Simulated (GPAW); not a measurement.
Here is a GPAW 26.7.0 calculation.

The input run.py:

```python
from ase.dft.bandgap import bandgap
from ase.io import read, write
from ase.units import GPa
from gpaw import GPAW, PW

atoms = read('POSCAR')

calc = GPAW(mode=PW(600),
            xc='PBE',
            kpts={'size': (8, 8, 5), 'gamma': True},
            occupations={'name': 'methfessel-paxton', 'order': 0, 'width': 0.016},
            nbands=31,
            convergence={'density': 1e-05, 'energy': 1e-05},
            maxiter=150,
            txt='gpaw.txt')
atoms.calc = calc
energy = atoms.get_potential_energy()
forces = atoms.get_forces()
stress = atoms.get_stress()
calc.write('gs.gpw')
write('result.traj', atoms)
print(f'Energy: {energy:.6f} eV')
print('Forces (eV/A):')
print(forces.round(4))
print('Stress (GPa):', (stress / GPa).round(3))
print('Fermi level:', round(calc.get_fermi_level(), 4), 'eV')
print(f'Gap: {bandgap(calc)[0]:.4f} eV, direct: {bandgap(calc, direct=True)[0]:.4f} eV')
```

The input POSCAR:

```
ZnS
1.0
    3.8110000000      0.0000000000      0.0000000000
   -1.9055000000      3.3004228138      0.0000000000
    0.0000000000      0.0000000000      6.2340000000
Zn S
2 2
Direct
    0.6666666667      0.3333333333      0.5000000000
    0.3333333333      0.6666666667      0.0000000000
    0.6666666667      0.3333333333      0.8850000000
    0.3333333333      0.6666666667      0.3850000000
```

Potentials or basis: GPAW PAW data sets (gpaw-data 1.2.1), pw.

Run with:

```sh
$ OMP_NUM_THREADS=1 python run.py
```

Q: What does it give for the band gap on the k mesh?

A: 2.24 eV, direct.

Q: Predict the pressure.

A: 2.4 GPa.

Q: What does it give for the largest force?

A: 0.328 eV/Å.

Forces in eV/Å, atoms in the order of the input:
```
Zn   0.000  0.000  0.328
Zn   0.000  0.000  0.328
S    0.000  0.000 -0.328
S    0.000  0.000 -0.328
```

**Experimental background.**

A printed reference work, monograph reports, for a bulk crystal of ZnS at 4 K: band gap 3.911 eV (direct).

Measured gap of ZnS: 3.911 eV (direct; 4 K; a printed reference work, monograph). This calculation gives 2.24 eV (-1.67 eV). The value is that of PBE, without temperature or zero-point motion. Semilocal functionals fall short of measured gaps as a rule.
